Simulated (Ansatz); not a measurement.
**Straining Hf2S**

Computed with DFT PBEsol, scalar-relativistic, plane waves, PAW in Ansatz 0.2.0. Run with 420 eV cutoff, 12×12×4 k-mesh, Gaussian smearing of 0.10 eV, no spin polarisation.

Starting point, cell and atoms relaxed:

```yaml
crystal:
  lattice:
    - [3.34653, 0.00000, 0.00000]
    - [-1.67327, 2.89818, 0.00000]
    - [0.00000, 0.00000, 11.66424]
  atoms:
    - { symbol: Hf, position: [0.66667, 0.33333, 0.89862] }
    - { symbol: Hf, position: [0.33333, 0.66667, 0.39862] }
    - { symbol: Hf, position: [0.66667, 0.33333, 0.60138] }
    - { symbol: Hf, position: [0.33333, 0.66667, 0.10138] }
    - { symbol: S, position: [0.00000, 0.00000, 0.75000] }
    - { symbol: S, position: [0.00000, 0.00000, 0.25000] }
```

Deformation: shear that moves c along a by the strain times its height over the a-b plane, the cell held and the atoms relaxed, all within the symmetry that the strain leaves. Energies are extrapolated to zero smearing.

Spin–orbit coupling is left out, which can shift energies with elements as heavy as these.

| strain (%) | ΔE (meV/atom) | a (Å) | b (Å) | c (Å) |
| --- | --- | --- | --- | --- |
| +0.0 | 0.0 | 3.347 | 3.347 | 11.664 |
| +1.5 | 1.4 | 3.347 | 3.347 | 11.666 |
| +3.0 | 5.5 | 3.347 | 3.347 | 11.669 |
| +4.5 | 12.3 | 3.347 | 3.347 | 11.676 |
| +6.0 | 21.7 | 3.347 | 3.347 | 11.685 |
| +9.0 | 47.7 | 3.347 | 3.347 | 11.711 |

(1) What stiffness (1/V) d²E/dε² at zero strain does a cubic fit over all points give?

Results:

(1) A cubic fit gives (1/V) d²E/dε² = 109 GPa at zero strain (the shear constant for this plane and direction).